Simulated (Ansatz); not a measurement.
HfC: equation of state with r2SCAN

Crystal: HfC.

```
Hf C
1.0
     0.00000    2.32500    2.32500
     2.32500    0.00000    2.32500
     2.32500    2.32500    0.00000
Hf C
1 1
Direct
  0.50000 0.50000 0.50000
  0.00000 0.00000 0.00000
```

```yaml
Program: Ansatz 0.2.0
Task: equation of state
Functional: r2SCAN
Potentials_or_basis: Ansatz PAW
Cutoff: 500 eV
Density_cutoff: 2000 eV
k_mesh: 10 × 10 × 10
Occupations: fermi-dirac, width 0.05 eV
Spin: no spin polarisation
```

| Quantity | Value |
| --- | --- |
| Equilibrium volume | 12.50 Å³/atom |
| Bulk modulus | 245 GPa |
| Pressure derivative of the bulk modulus | 3.9 |

Energy against volume, from the lowest point:
| volume (Å³/atom) | energy (meV/atom) |
| --- | --- |
| 11.814 | 30.76 |
| 12.065 | 11.65 |
| 12.317 | 1.68 |
| 12.568 | 0.00 |
| 12.819 | 5.83 |
| 13.071 | 18.47 |
| 13.322 | 37.29 |

All runs of the series together: 14 s on 2 threads of Arm Neoverse V2 (shared host).

Caveat: the PAW data sets were made with another functional, which shifts forces and pressure a little. Spin-orbit coupling is left out, which matters for the levels of Hf.
